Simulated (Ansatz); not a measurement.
PbS, DFT, PBE, all-electron LAPW, scalar-relativistic (Ansatz 0.2.0), run on 1 thread of Intel(R) Xeon(R) Platinum 8488C (Sapphire Rapids) on a shared host.

The cell is COD entry 2106944, as deposited and not checked against the literature; nothing was relaxed. The listed cell was then made from it by scaling, straining or moving an atom.

Command: `ansatz run input.yaml --threads 1 --pin off --max-ram 4096MiB --backend cpu --events-out ev --progress --plain --runs-dir out`

```yaml
crystal:
  lattice:
    - [2.911095, -2.871, 0.0]
    - [2.911095, 2.871, 0.0]
    - [-1.0692495, 0.0, 11.70929]
  atoms:
    - { symbol: Pb, position: [0.7756, 0.7756, 0.63638] }
    - { symbol: Pb, position: [0.2244, 0.2244, 0.36362] }
    - { symbol: S, position: [0.2684, 0.2684, 0.5986] }
    - { symbol: S, position: [0.7316, 0.7316, 0.4014] }
kpoints:
  mp_grid: { grid: [7, 7, 3] }
  band_path:
    path:
      - [0.0, 0.0, 0.0]
      - [-0.4951884801, 0.4951884801, 0.0]
      - [-0.5048115199, -0.4951884801, 0.0]
      - [-0.5, -0.5, 0.0]
      - [0.0, 0.0, 0.0]
      - [-0.5, -0.5, 0.5]
      - [-0.5158522538, -0.4841477462, 0.5]
      - [-0.4841477462, 0.4841477462, 0.5]
      - [0.0, 0.0, 0.5]
    npoints: 5
scf:
  occupations: { method: fermi_dirac, width: 0.01 }
hamiltonian:
  xc: pbe
  pseudopotentials: { kind: all_electron, lapw: { basis_error: 0.0005 } }
output:
  forces: true
  stress: true
  eigenvalues: true
```

(1) How large is the problem that the program sets up?

(2) About how long does it take, and how much memory does it use?

Answers

(1) 44 irreducible k-points, 1449 plane waves at Γ, 60 bands.

(2) 68 s of wall time for 9 SCF iterations, with a peak of 0.75 GiB. Times on shared machines scatter by tens of per cent.
